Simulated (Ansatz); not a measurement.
**fcc against bcc along group 14**

Theory: Ansatz 0.2.0, DFT, PBEsol, plane waves (420 eV) with PAW, scalar-relativistic. The PAW files were generated under PBE, with cores re-solved for the functional.

Each structure is relaxed within its symmetry, in the lowest magnetic state of the tried starts. Differences under about 8 meV lie within the error of the k-point mesh.

| element | E(fcc) − E(bcc) (meV/atom) | V(fcc) (Å³/atom) | V(bcc) (Å³/atom) | state of fcc | state of bcc |
| --- | --- | --- | --- | --- | --- |
| C | 243 | 7.00 | 6.44 | spin not included | spin not included |
| Si | 10 | 14.03 | 14.25 | spin not included | spin not included |
| Ge | 2 | 18.51 | 18.32 | spin not included | spin not included |
| Sn | -4 | 26.55 | 26.07 | spin not included | spin not included |
| Pb | ? | ? | ? | ? | ? |

Task: Fill in the row of Pb.

Result: E(fcc) − E(bcc) (meV/atom): -38; V(fcc) (Å³/atom): 29.90; V(bcc) (Å³/atom): 29.92; state of fcc: spin not included; state of bcc: spin not included.
